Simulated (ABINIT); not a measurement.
A run of ABINIT 10.8.3 (patched build) is set up as follows.

File run.abi:

```
# Datasets: ground state, then fixed potential
ndtset 2

# Pseudopotentials
pp_dirpath "./"
pseudos "Pb.GGA_PBE-JTH_sp.xml, S.GGA_PBE-JTH.xml"

# Structure
acell 4.1942038726 4.1942038726 4.1942038726 Angstrom
rprim
     0.0000000000     0.7071067812     0.7071067812
     0.7071067812     0.0000000000     0.7071067812
     0.7071067812     0.7071067812     0.0000000000
ntypat 2
znucl 82 16
natom 2
typat 1 2
xred
     0.0000000000     0.0000000000     0.0000000000
     0.5000000000     0.5000000000     0.5000000000

# Plane-wave basis
ecut 20.0
pawecutdg 40.0

# Exchange and correlation
ixc -106131

# Bands and occupations
occopt 3
tsmear 0.05 eV

# SCF cycle
nstep 100

# Output
iomode 3
prtwf 0
prteig 0
prtebands 0
prtden1 1

# Dataset 1
kptopt1 1
ngkpt1 8 8 8
nshiftk1 1
shiftk1 0.0 0.0 0.0
nband1 9
tolvrs1 1.0e-9

# Dataset 2: bands along G-X-W-K-G-L-U-W-L-K
iscf2 -2
getden2 1
nband2 13
nbdbuf2 2
tolwfr2 1.0e-12
kptopt2 -9
ndivsm2 6
prteig2 1
prtvol2 -3
kptbounds2
     0.0000000000     0.0000000000     0.0000000000
     0.5000000000     0.0000000000     0.5000000000
     0.5000000000     0.2500000000     0.7500000000
     0.3750000000     0.3750000000     0.7500000000
     0.0000000000     0.0000000000     0.0000000000
     0.5000000000     0.5000000000     0.5000000000
     0.6250000000     0.2500000000     0.6250000000
     0.5000000000     0.2500000000     0.7500000000
     0.5000000000     0.5000000000     0.5000000000
     0.3750000000     0.3750000000     0.7500000000
```

Potentials or basis: JTH PAW PBE v2.0 sp.

Run with:

```bash
$ abinit run.abi > log 2>&1
```

Task: What does it give for the band gap on the k mesh?

Result: 0.52 eV, direct.

Task: Estimate the band gap along the path.

Result: 0.52 eV, direct.

Task: What does it give for the pressure?

Result: 6.1 GPa.

Levels at the corners of the path, in eV from the valence-band top:
```csv
point,band 3,band 4,band 5,band 6,band 7,band 8
Γ,-2.06,-2.06,-2.06,5.15,5.15,5.15
X,-5.06,-3.33,-3.33,4.15,5.66,5.66
W,-4.31,-4.31,-0.98,2.20,4.84,4.84
K,-4.66,-2.85,-2.42,3.45,4.11,5.18
Γ,-2.06,-2.06,-2.06,5.15,5.15,5.15
L,-1.71,-1.71,0.00,0.52,2.00,2.00
U,-4.66,-2.85,-2.42,3.45,4.11,5.18
W,-4.31,-4.31,-0.98,2.20,4.84,4.84
L,-1.71,-1.71,0.00,0.52,2.00,2.00
K,-4.66,-2.85,-2.42,3.45,4.11,5.18
```

Caveat: the PAW data sets were made with another functional, which shifts forces and pressure a little; spin-orbit coupling is left out, which as a rule narrows the gap of such compounds by several tenths of an eV; this set keeps more shells in the core, which shifts pressures and gaps.
